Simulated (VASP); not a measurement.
Here is a VASP 6.6.1 calculation.

INCAR

```
PREC     = Accurate       # precision mode
ENCUT    = 520            # plane-wave cutoff, eV
EDIFF    = 1E-7           # SCF threshold, eV
ISMEAR   = -1             # smearing method
SIGMA    = 0.05           # smearing width, eV
LREAL    = F              # projectors in reciprocal space
LASPH    = T              # aspherical terms in the spheres
NELM     = 100            # most SCF steps
ALGO     = Normal         # electronic algorithm
ISIF     = 2              # what is computed and relaxed
LWAVE    = F              # write WAVECAR
LCHARG   = F              # write CHGCAR
GGA      = PE             # functional
NBANDS   = 11             # bands
```

Contents of KPOINTS:

```
regular mesh
0
Gamma
  9 9 9
```

Contents of POSCAR:

```
MgS
1.0
    0.0000000000      2.6016500000      2.6016500000
    2.6016500000      0.0000000000      2.6016500000
    2.6016500000      2.6016500000      0.0000000000
S Mg
1 1
Direct
    0.5000000000      0.5000000000      0.5000000000
    0.0000000000      0.0000000000      0.0000000000
```

Potentials or basis: VASP PAW PBE potentials, release 64 (S, Mg).

The run is started by

```console
$ cat potpaw_PBE.64/S/POTCAR potpaw_PBE.64/Mg/POTCAR > POTCAR
$ mpirun -np 1 vasp_std > vasp.out
```

Q: What does it give for the pressure?

A: 0.9 GPa.

Q: Predict the band gap on the k mesh.

A: 2.91 eV, indirect (least direct gap 3.71 eV).

Caveat: an odd mesh through Γ misses points on the zone boundary, where band edges often lie. A hybrid or GW would open this gap; PBE tends to underestimate it.
